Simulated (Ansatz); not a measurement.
Au:

```
Au
1.0
     2.74841    0.00000    0.00000
     0.00000    2.74841    0.00000
     0.00000    0.00000    2.74841
Au
1
Direct
  0.50000 0.50000 0.50000
```

The cell was built by a generator and needn't be a form met in nature.

```yaml
Program: Ansatz 0.2.0
Task: relaxation of cell and atoms
Functional: HF
Potentials_or_basis: Ansatz PAW
Cutoff: "420 eV (not typed: the program's choice for these potentials)"
k_mesh: 5 × 5 × 5
Occupations: fermi-dirac, width 0.05 eV
Spin: no spin polarisation
```

At the start: volume 20.76 Å³/atom.

Question: How do energy, volume and symmetry change on relaxing?

Answer: It ends after 5 steps and the volume is 23.75 Å³/atom (+14.4 %); space group Pm-3m (No. 221, to 0.05 Å).

Step by step:
```csv
step,energy change (eV),largest force (eV/Å),volume (Å³)
1,0.0000,0.0000,20.76
2,-0.0713,0.0000,23.95
3,-0.0721,0.0000,23.82
4,-0.0724,0.0000,23.75
5,-0.0890,0.0000,23.75
```

Final structure:
```
Au
1.0
     2.87454    0.00000    0.00000
     0.00000    2.87454    0.00000
     0.00000    0.00000    2.87454
Au
1
Direct
  0.50000 0.50000 0.50000
```

Caveat: the k mesh is coarse (spacing up to 0.46 Å⁻¹), so the values aren't converged, least of all with exact exchange; the plane-wave basis is chosen anew once the cell has moved, so the energies of steps on either side of that aren't comparable; the pressure holds a Pulay correction of +0.7 GPa for the finite cutoff; the PAW data sets come from PBE, with cores solved anew for the run's functional, which leaves a small shift of forces and pressure.
